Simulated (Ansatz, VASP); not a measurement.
**One calculation of Ru, two programs**

INCAR

```
SYSTEM = Ru
PREC = Accurate ; ENCUT = 520
EDIFF = 1E-8 ; ISMEAR = -1
SIGMA = 0.03 ; LREAL = .False.
LASPH = .True. ; NELM = 100
ALGO = Normal ; ISIF = 2
LWAVE = .False. ; LCHARG = .False.
GGA = PS ; LEFG = .True.
NBANDS = 21
```

Contents of KPOINTS:

```
Automatic mesh
0
Gamma
  14 14 8
  0 0 0
```

POSCAR

```
Ru
1.0
    2.7588676960      0.0000000000      0.0000000000
   -1.3794338480      2.3892495105      0.0000000000
    0.0000000000      0.0000000000      4.3658801443
Ru
2
Direct
    0.3333333333      0.6666666667      0.2500000000
    0.6666666667      0.3333333333      0.7500000000
```

Input for Ansatz:

```yaml
crystal:
  lattice:
    - [2.758867696, 0.0, 0.0]
    - [-1.379433848, 2.3892495105, 0.0]
    - [0.0, 0.0, 4.3658801443]
  atoms:
    - { symbol: Ru, position: [0.3333333333, 0.6666666667, 0.25] }
    - { symbol: Ru, position: [0.6666666667, 0.3333333333, 0.75] }
kpoints:
  mp_grid: { grid: [14, 14, 8] }
scf:
  occupations: { method: fermi_dirac, width: 0.03 }
hamiltonian:
  xc: pbesol
  pseudopotentials: { kind: paw }
output:
  forces: true
  stress: true
  eigenvalues: true
  efg: { contact_densities: true }
```

Change from the starting cell: volume scaled by 1.06, PAW files.

Alike in both runs: task electric field gradients; functional PBEsol; k mesh 14 × 14 × 8; occupations fermi-dirac, width 0.03 eV; no spin polarisation.

|  | VASP | Ansatz |
| --- | --- | --- |
| version | VASP 6.6.1 | Ansatz 0.2.0 |
| potentials or method | VASP PAW PBE potentials, release 64 (Ru_pv) | PAW with Ansatz's default frozen-core files, scalar-relativistic |
| plane-wave cutoff (eV) | 520 | 420 |
| valence electrons in the cell | 28 | 32 |

|  | VASP | Ansatz | Ansatz less VASP |
| --- | --- | --- | --- |
| pressure (GPa) | -22.4 | -22.2 | +0.14 |
| largest component of the traceless stress (GPa) | 1.87 | 1.87 | +0.007 |
| Vzz of the field gradient on the site that differs most (V/Å²) | -11.8 | -8.1 | +3.68 |

The functional is the same, so the differences come from potentials, cutoffs and numerics. The two sets of potentials don't hold the same shells in valence. Ansatz warned: «gradients_without_spin_orbit».

Caveats: so large a pressure means that the cell lies far from this level's equilibrium, or that cutoff or potentials fall short (VASP); the potentials were made for another functional, which shifts forces and pressure (VASP).
